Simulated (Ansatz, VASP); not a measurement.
# Cross-check of AlN (AlN (P6_3mc)) between VASP and Ansatz, part 2 of 3

Wanted: the spread between two codes on one cell, functional and k mesh. Of the first pair: The cell is taken from a series of runs on this material, whose earlier steps may have relaxed, scaled, displaced or heated it; both programs get it as it stands.

VASP 6.6.1 and Ansatz 0.2.0.

So far: The starting structure; Ansatz: single point, r2SCAN, pair 1.

### 3. VASP: single point, r2SCAN, pair 1

Level of this step: r2SCAN; plane waves and PAW (Al, N) (VASP).

The same cell, functional, mesh and smearing now go to VASP, with its own data sets.

Lines of VASP's logs that name or quote its potential files are left out, and so is its time.

INCAR reads:

```
SYSTEM = AlN
PREC = Accurate
ENCUT = 580
EDIFF = 1E-06
NELM = 120
ISMEAR = -1
SIGMA = 0.01
LREAL = .FALSE.
ALGO = Normal
METAGGA = R2SCAN
LASPH = .TRUE.
NBANDS = 72
LORBIT = 11
LWAVE = .FALSE.
LCHARG = .FALSE.
ISIF = 2
ISYM = 2
GGA_COMPAT = .FALSE.
EFERMI = MIDGAP
LMIXTAU = .TRUE.
KPAR = 4
```

POSCAR reads:

```
AlN
1.0
    4.6597827406      2.6903268785      0.0000000000
   -4.6597827916      2.6903267902      0.0000000000
    0.0000000000      0.0000000000      9.9564777200
Al N
12 12
Direct
    1.0000000000      0.3333333333      0.2496016650
    0.3333333333      1.0000000000      0.2496016650
    0.6666666667      0.6666666667      0.2496016650
    1.0000000000      0.6666666667      0.4996016650
    0.3333333333      0.3333333333      0.4996016650
    0.6666666667      1.0000000000      0.4996016650
    1.0000000000      0.3333333333      0.7496016650
    0.3333333333      1.0000000000      0.7496016650
    0.6666666667      0.6666666667      0.7496016650
    1.0000000000      0.6666666667      0.9996016650
    0.3333333333      0.3333333333      0.9996016650
    0.6666666667      1.0000000000      0.9996016650
    1.0000000000      0.3333333333      0.4403983350
    0.3333333333      1.0000000000      0.4403983350
    0.6666666667      0.6666666667      0.4403983350
    1.0000000000      0.6666666667      0.1903983350
    0.3333333333      0.3333333333      0.1903983350
    0.6666666667      1.0000000000      0.1903983350
    1.0000000000      0.3333333333      0.9403983350
    0.3333333333      1.0000000000      0.9403983350
    0.6666666667      0.6666666667      0.9403983350
    1.0000000000      0.6666666667      0.6903983350
    0.3333333333      0.3333333333      0.6903983350
    0.6666666667      1.0000000000      0.6903983350
```

KPOINTS reads:

```
Points of the shifted mesh
32
Reciprocal
 0.1250000000  0.1250000000  0.2500000000 1
 0.1250000000  0.1250000000  0.7500000000 1
 0.1250000000  0.3750000000  0.2500000000 1
 0.1250000000  0.3750000000  0.7500000000 1
 0.1250000000  0.6250000000  0.2500000000 1
 0.1250000000  0.6250000000  0.7500000000 1
 0.1250000000  0.8750000000  0.2500000000 1
 0.1250000000  0.8750000000  0.7500000000 1
 0.3750000000  0.1250000000  0.2500000000 1
 0.3750000000  0.1250000000  0.7500000000 1
 0.3750000000  0.3750000000  0.2500000000 1
 0.3750000000  0.3750000000  0.7500000000 1
 0.3750000000  0.6250000000  0.2500000000 1
 0.3750000000  0.6250000000  0.7500000000 1
 0.3750000000  0.8750000000  0.2500000000 1
 0.3750000000  0.8750000000  0.7500000000 1
 0.6250000000  0.1250000000  0.2500000000 1
 0.6250000000  0.1250000000  0.7500000000 1
 0.6250000000  0.3750000000  0.2500000000 1
 0.6250000000  0.3750000000  0.7500000000 1
 0.6250000000  0.6250000000  0.2500000000 1
 0.6250000000  0.6250000000  0.7500000000 1
 0.6250000000  0.8750000000  0.2500000000 1
 0.6250000000  0.8750000000  0.7500000000 1
 0.8750000000  0.1250000000  0.2500000000 1
 0.8750000000  0.1250000000  0.7500000000 1
 0.8750000000  0.3750000000  0.2500000000 1
 0.8750000000  0.3750000000  0.7500000000 1
 0.8750000000  0.6250000000  0.2500000000 1
 0.8750000000  0.6250000000  0.7500000000 1
 0.8750000000  0.8750000000  0.2500000000 1
 0.8750000000  0.8750000000  0.7500000000 1
```

Potentials, in the order of the species: Al and N (PBE family, release 64).

Launch:

```console
> mpirun -np 8 vasp_std
```

Numbers of over 12 decimals in the logs are rounded to 6 here.

The program printed:

```text
[banner, memory and clock lines left out]
running    8 mpi-ranks, on    1 nodes
 distrk:  each k-point on    2 cores,    4 groups
 distr:  one band on    1 cores,    2 groups

 POSCAR found type information on POSCAR AlN
 POSCAR found :  2 types and      24 ions
|                                                                             |
|           W    W    AA    RRRRR   N    N  II  N    N   GGGG   !!!           |
|           W    W   A  A   R    R  NN   N  II  NN   N  G    G  !!!           |
|           W    W  A    A  R    R  N N  N  II  N N  N  G       !!!           |
|           W WW W  AAAAAA  RRRRR   N  N N  II  N  N N  G  GGG   !            |
|           WW  WW  A    A  R   R   N   NN  II  N   NN  G    G                |
|           W    W  A    A  R    R  N    N  II  N    N   GGGG   !!!           |
|                                                                             |
|     For optimal performance we recommend to set                             |
|       NCORE = 2 up to number-of-cores-per-socket                            |
|     NCORE specifies how many cores store one orbital (NPAR=cpu/NCORE).      |
|     This setting can greatly improve the performance of VASP for DFT.       |
|     The default, NCORE=1 might be grossly inefficient on modern             |
|     multi-core architectures or massively parallel machines. Do your        |
|     Unfortunately you need to use the default for GW and RPA                |
|     calculations (for HF NCORE is supported but not extensively tested      |
|     yet).                                                                   |
|                                                                             |

|                                                                             |
|               ----> ADVICE to this user running VASP <----                  |
|                                                                             |
|     You have a (more or less) 'large supercell' and for larger cells it     |
|     might be more efficient to use real-space projection operators.         |
|     Therefore, try LREAL= Auto in the INCAR file.                           |
|     Mind: For very accurate calculation, you might also keep the            |
|     reciprocal projection scheme (i.e. LREAL=.FALSE.).                      |
|                                                                             |

|                                                                             |
|               ----> ADVICE to this user running VASP <----                  |
|                                                                             |
|     You enforced a specific xc type in the INCAR file but a different       |
|     [... a line on the potential file left out ...]
|     I HOPE YOU KNOW WHAT YOU ARE DOING!                                     |
|                                                                             |

 LDA part: xc-table for (None), standard interpolation
 POSCAR, INCAR and KPOINTS ok, starting setup
 FFT: planning ... GRIDC
 FFT: planning ... GRID_SOFT
 FFT: planning ... GRID
 WAVECAR not read
 entering main loop
       N       E                     dE             d eps       ncg     rms          rms(c)
DAV:   1     0.347989752923E+03    0.34799E+03   -0.48957E+04  4608   0.137E+03
DAV:   2    -0.240052734098E+03   -0.58804E+03   -0.55648E+03  5736   0.277E+02
DAV:   3    -0.282182532395E+03   -0.42130E+02   -0.41821E+02  5824   0.791E+01
DAV:   4    -0.282711691493E+03   -0.52916E+00   -0.52793E+00  5576   0.935E+00
DAV:   5    -0.282719927205E+03   -0.82357E-02   -0.82306E-02  5696   0.114E+00    0.308E+01
DAV:   6    -0.239543203953E+03    0.43177E+02   -0.87373E+01  5672   0.301E+01    0.136E+01
DAV:   7    -0.230845171984E+03    0.86980E+01   -0.52850E+00  5328   0.977E+00    0.783E+00
DAV:   8    -0.239551312603E+03   -0.87061E+01   -0.28671E+00  4792   0.877E+00    0.454E+00
DAV:   9    -0.228511584480E+03    0.11040E+02   -0.30122E+00  4656   0.771E+00    0.129E+00
DAV:  10    -0.230277573758E+03   -0.17660E+01   -0.11905E+00  4632   0.457E+00    0.935E-01
DAV:  11    -0.230278802294E+03   -0.12285E-02   -0.26399E-02  5704   0.601E-01    0.123E+00
DAV:  12    -0.229779565931E+03    0.49924E+00   -0.83546E-02  4864   0.127E+00    0.145E+00
DAV:  13    -0.230605276266E+03   -0.82571E+00   -0.20786E-01  4608   0.223E+00    0.143E+00
DAV:  14    -0.230598856555E+03    0.64197E-02   -0.37648E-02  4752   0.103E+00    0.138E+00
[...]
DAV:  24    -0.230736837993E+03    0.27715E-03   -0.16812E-04  4608   0.716E-02    0.104E+00
DAV:  25    -0.230737263287E+03   -0.42529E-03   -0.67481E-04  5312   0.117E-01    0.722E-01
DAV:  26    -0.230737238333E+03    0.24953E-04   -0.18648E-04  4608   0.794E-02    0.390E-01
DAV:  27    -0.230737484041E+03   -0.24571E-03   -0.28850E-04  4736   0.849E-02    0.171E-01
DAV:  28    -0.230737585694E+03   -0.10165E-03   -0.27332E-05  5056   0.334E-02    0.556E-02
DAV:  29    -0.230737622828E+03   -0.37134E-04   -0.69944E-06  5408   0.136E-02    0.230E-02
DAV:  30    -0.230737638915E+03   -0.16087E-04   -0.82730E-06  4608   0.153E-02    0.469E-03
DAV:  31    -0.230737639525E+03   -0.60993E-06   -0.16584E-06  3392   0.736E-03
   1 F= -.23073764E+03 E0= -.23073764E+03  d E =0.000000E+00
```

Parts of OUTCAR (step 3):

```text
ion  position               nearest neighbor table
   1  0.000  0.333  0.250-  18 1.89  17 1.89  16 1.89  13 1.90   6 3.07  12 3.07  11 3.07   5 3.07
                             4 3.07  10 3.07   3 3.11   2 3.11   2 3.11   3 3.11   2 3.11   3 3.11
   2  0.333  0.000  0.250-  16 1.89  17 1.89  18 1.89  14 1.90   4 3.07  10 3.07   5 3.07  11 3.07
                             6 3.07  12 3.07   3 3.11   1 3.11   1 3.11   1 3.11   3 3.11   3 3.11
   3  0.667  0.667  0.250-  16 1.89  18 1.89  17 1.89  15 1.90   4 3.07  10 3.07   6 3.07  12 3.07
                            11 3.07   5 3.07   2 3.11   1 3.11   1 3.11   2 3.11   1 3.11   2 3.11
   4  0.000  0.667  0.500-  14 1.89  15 1.89  13 1.89  22 1.90   2 3.07   8 3.07   3 3.07   9 3.07
                             1 3.07   7 3.07   5 3.11   6 3.11   6 3.11   5 3.11   6 3.11   5 3.11
   5  0.333  0.333  0.500-  13 1.89  14 1.89  15 1.89  23 1.90   1 3.07   7 3.07   2 3.07   8 3.07
                             3 3.07   9 3.07   6 3.11   4 3.11   4 3.11   6 3.11   6 3.11   4 3.11
   6  0.667  0.000  0.500-  13 1.89  15 1.89  14 1.89  24 1.90   1 3.07   7 3.07   3 3.07   9 3.07
                             8 3.07   2 3.07   5 3.11   4 3.11   4 3.11   5 3.11   4 3.11   5 3.11
   7  0.000  0.333  0.750-  24 1.89  23 1.89  22 1.89  19 1.90   6 3.07  12 3.07  11 3.07   5 3.07
                             4 3.07  10 3.07   9 3.11   8 3.11   8 3.11   9 3.11   8 3.11   9 3.11
   8  0.333  0.000  0.750-  22 1.89  23 1.89  24 1.89  20 1.90   4 3.07  10 3.07   5 3.07  11 3.07
                             6 3.07  12 3.07   9 3.11   7 3.11   7 3.11   7 3.11   9 3.11   9 3.11
   9  0.667  0.667  0.750-  22 1.89  24 1.89  23 1.89  21 1.90   4 3.07  10 3.07   6 3.07  12 3.07
                            11 3.07   5 3.07   8 3.11   7 3.11   7 3.11   8 3.11   8 3.11   7 3.11
  10  0.000  0.667  1.000-  20 1.89  21 1.89  19 1.89  16 1.90   2 3.07   8 3.07   3 3.07   9 3.07
                             1 3.07   7 3.07  11 3.11  12 3.11  12 3.11  11 3.11  12 3.11  11 3.11
  11  0.333  0.333  1.000-  19 1.89  20 1.89  21 1.89  17 1.90   1 3.07   7 3.07   2 3.07   8 3.07
                             3 3.07   9 3.07  12 3.11  10 3.11  10 3.11  12 3.11  10 3.11  12 3.11
  12  0.667  0.000  1.000-  19 1.89  21 1.89  20 1.89  18 1.90   1 3.07   7 3.07   3 3.07   9 3.07
                             8 3.07   2 3.07  11 3.11  10 3.11  10 3.11  11 3.11  10 3.11  11 3.11
  13  0.000  0.333  0.440-   6 1.89   5 1.89   4 1.89   1 1.90
  14  0.333  0.000  0.440-   4 1.89   5 1.89   6 1.89   2 1.90
  15  0.667  0.667  0.440-   4 1.89   6 1.89   5 1.89   3 1.90
  16  0.000  0.667  0.190-   2 1.89   3 1.89   1 1.89  10 1.90
  17  0.333  0.333  0.190-   1 1.89   2 1.89   3 1.89  11 1.90
  18  0.667  0.000  0.190-   1 1.89   3 1.89   2 1.89  12 1.90
  19  0.000  0.333  0.940-  12 1.89  11 1.89  10 1.89   7 1.90
  20  0.333  0.000  0.940-  10 1.89  11 1.89  12 1.89   8 1.90
  21  0.667  0.667  0.940-  10 1.89  12 1.89  11 1.89   9 1.90
  22  0.000  0.667  0.690-   8 1.89   9 1.89   7 1.89   4 1.90
  23  0.333  0.333  0.690-   7 1.89   8 1.89   9 1.89   5 1.90
  24  0.667  0.000  0.690-   7 1.89   9 1.89   8 1.89   6 1.90

  LATTYP: Found a hexagonal cell.
 ALAT       =     5.3806536687
 C/A-ratio  =     1.8504215906

 Subroutine GETGRP returns: Found 12 space group operations
 (whereof  6 operations were pure point group operations)

The static configuration has the point symmetry C_3v.
 The point group associated with its full space group is C_6v.

   k-points           NKPTS =     32   k-points in BZ     NKDIM =     32   number of bands    NBANDS=     72

   dimension x,y,z NGX =    42 NGY =   42 NGZ =   80
   dimension x,y,z NGXF=    84 NGYF=   84 NGZF=  160

   ENCUT  =  580.0 eV  42.63 Ry    6.53 a.u.  10.57 10.57 19.55*2*pi/ulx,y,z

   NELECT =      96.0000    total number of electrons

 k-points in reciprocal lattice and weights: Points of the shifted mesh
   0.12500000  0.12500000  0.25000000       0.031
   0.12500000  0.12500000  0.75000000       0.031
   0.12500000  0.37500000  0.25000000       0.031
   0.12500000  0.37500000  0.75000000       0.031
   0.12500000  0.62500000  0.25000000       0.031
   0.12500000  0.62500000  0.75000000       0.031
   0.12500000  0.87500000  0.25000000       0.031
   0.12500000  0.87500000  0.75000000       0.031
   0.37500000  0.12500000  0.25000000       0.031
[...]
0.87500000  0.87500000  0.25000000       0.031
   0.87500000  0.87500000  0.75000000       0.031

 average (electrostatic) potential at core
       1 -74.5172       2 -74.5172       3 -74.5172       4 -74.5172       5 -74.5172
       6 -74.5172       7 -74.5172       8 -74.5172       9 -74.5172      10 -74.5172
      11 -74.5172      12 -74.5172      13 -62.7276      14 -62.7276      15 -62.7276
      16 -62.7276      17 -62.7276      18 -62.7276      19 -62.7276      20 -62.7276
      21 -62.7276      22 -62.7276      23 -62.7276      24 -62.7276

 E-fermi :   8.5684

 k-point     1 :       0.1250    0.1250    0.2500
  band No.  band energies     occupation
    ...
     44       5.1080      2.00000
     45       5.1171      2.00000
     46       5.3695      2.00000
     47       5.6217      2.00000
     48       5.6949      2.00000
     49      11.8602      0.00000
     50      12.1800      0.00000
     51      12.1800      0.00000
     52      12.7706      0.00000
     53      12.7706      0.00000
    ...

 k-point     2 :       0.1250    0.1250    0.7500
  band No.  band energies     occupation
    ...
     44       5.1080      2.00000
     45       5.1171      2.00000
     46       5.3695      2.00000
     47       5.6217      2.00000
     48       5.6949      2.00000
     49      11.8602      0.00000
     50      12.1800      0.00000
     51      12.1800      0.00000
     52      12.7706      0.00000
     53      12.7706      0.00000
    ...

 k-point     3 :       0.1250    0.3750    0.2500
  band No.  band energies     occupation
    ...
     44       5.1045      2.00000
     45       5.1127      2.00000
     46       5.1964      2.00000
     47       5.2325      2.00000
     48       5.4533      2.00000
     49      11.7453      0.00000
     50      12.1974      0.00000
     51      12.5319      0.00000
     52      12.7217      0.00000
     53      12.8280      0.00000
    ...

  Total       -0.4210597     -0.4210597     -0.3720221      0.0000000     -0.0000000      0.0000000
  in kB       -2.7023890     -2.7023890     -2.3876622      0.0000000     -0.0000000      0.0000000
  external PRESSURE =      -2.5974800 kB  Pullay stress =       0.0000000 kB

  energy-cutoff  :      580.00
  volume of cell :      249.64
      direct lattice vectors                 reciprocal lattice vectors
     4.659782741  2.690326879  0.000000000     0.107301138  0.185851026  0.000000000
    -4.659782792  2.690326790  0.000000000    -0.107301141  0.185851024  0.000000000
     0.000000000  0.000000000  9.956477720     0.000000000  0.000000000  0.100437125

 POSITION                                       TOTAL-FORCE (eV/Angst)
 -----------------------------------------------------------------------------------
     -1.55326      0.89678      2.48515        -0.000000     -0.000000     -0.003331
      1.55326      0.89678      2.48515         0.000000     -0.000000     -0.003331
     -0.00000      3.58710      2.48515        -0.000000     -0.000000     -0.003331
     -3.10652      1.79355      4.97427         0.000000      0.000000     -0.003331
     -0.00000      1.79355      4.97427         0.000000      0.000000     -0.003331
      3.10652      1.79355      4.97427         0.000000      0.000000     -0.003331
     -1.55326      0.89678      7.46339        -0.000000      0.000000     -0.003331
      1.55326      0.89678      7.46339         0.000000     -0.000000     -0.003331
     -0.00000      3.58710      7.46339        -0.000000      0.000000     -0.003331
     -3.10652      1.79355      9.95251         0.000000     -0.000000     -0.003331
     -0.00000      1.79355      9.95251        -0.000000     -0.000000     -0.003331
      3.10652      1.79355      9.95251        -0.000000     -0.000000     -0.003331
     -1.55326      0.89678      4.38482        -0.000000     -0.000000      0.003331
      1.55326      0.89678      4.38482        -0.000000     -0.000000      0.003331
     -0.00000      3.58710      4.38482        -0.000000     -0.000000      0.003331
     -3.10652      1.79355      1.89570        -0.000000      0.000000      0.003331
     -0.00000      1.79355      1.89570        -0.000000     -0.000000      0.003331
      3.10652      1.79355      1.89570        -0.000000     -0.000000      0.003331
     -1.55326      0.89678      9.36306        -0.000000     -0.000000      0.003331
      1.55326      0.89678      9.36306        -0.000000     -0.000000      0.003331
     -0.00000      3.58710      9.36306        -0.000000     -0.000000      0.003331
     -3.10652      1.79355      6.87394        -0.000000     -0.000000      0.003331
     -0.00000      1.79355      6.87394        -0.000000     -0.000000      0.003331
      3.10652      1.79355      6.87394        -0.000000     -0.000000      0.003331
 -----------------------------------------------------------------------------------
    total drift:                                0.000000     -0.000003     -0.153606

  FREE ENERGIE OF THE ION-ELECTRON SYSTEM (eV)
  ---------------------------------------------------
  free  energy   TOTEN  =      -230.7376395249 eV

  energy  without entropy=     -230.7376395249  energy(sigma->0) =     -230.73763952

 total charge
# of ion       s       p       d       tot
------------------------------------------
    1        0.367   0.450   0.000   0.817
    2        0.367   0.450   0.000   0.817
    3        0.367   0.450   0.000   0.817
    4        0.367   0.450   0.000   0.817
    5        0.367   0.450   0.000   0.817
    6        0.367   0.450   0.000   0.817
    7        0.367   0.450   0.000   0.817
    8        0.367   0.450   0.000   0.817
    9        0.367   0.450   0.000   0.817
   10        0.367   0.450   0.000   0.817
   11        0.367   0.450   0.000   0.817
   12        0.367   0.450   0.000   0.817
   13        1.228   2.675   0.000   3.903
   14        1.228   2.675   0.000   3.903
   15        1.228   2.675   0.000   3.903
   16        1.228   2.675   0.000   3.903
   17        1.228   2.675   0.000   3.903
   18        1.228   2.675   0.000   3.903
   19        1.228   2.675   0.000   3.903
   20        1.228   2.675   0.000   3.903
   21        1.228   2.675   0.000   3.903
   22        1.228   2.675   0.000   3.903
   23        1.228   2.675   0.000   3.903
   24        1.228   2.675   0.000   3.903
--------------------------------------------------
tot         19.147  37.494   0.000  56.641

[... 3 further parts left out ...]
```

The run ends at a pressure of -0.26 GPa, with forces up to 0.0033 eV/Å.

### 4. Side by side

Known differences besides the potentials themselves: VASP keeps PBE cores, Ansatz makes them for the functional; the cutoff is 500 eV in Ansatz and 580 eV in VASP. Total energies have different zeros and are not compared.

Both answers:

| quantity | Ansatz | VASP | difference |
| --- | --- | --- | --- |
| gap on the k mesh (eV) | 5.645 | 5.688 | -0.043 |

A gap on the mesh is an upper bound, since the band edges may lie between its points.

[end of part 2 of 3]

[Lines on the potential files, build, host, timing and source positions are cut from VASP's logs without a mark.]

[Logs are printed without paths, hosts, clocks, repeated set-up lines and the standing remarks that a program may print on its own settings, such as how far it seeks lower states.]

[Hosts, paths, dates, database ids (printed as entryN), source tags and the programs' standing remarks are cut or masked in the printed files.]
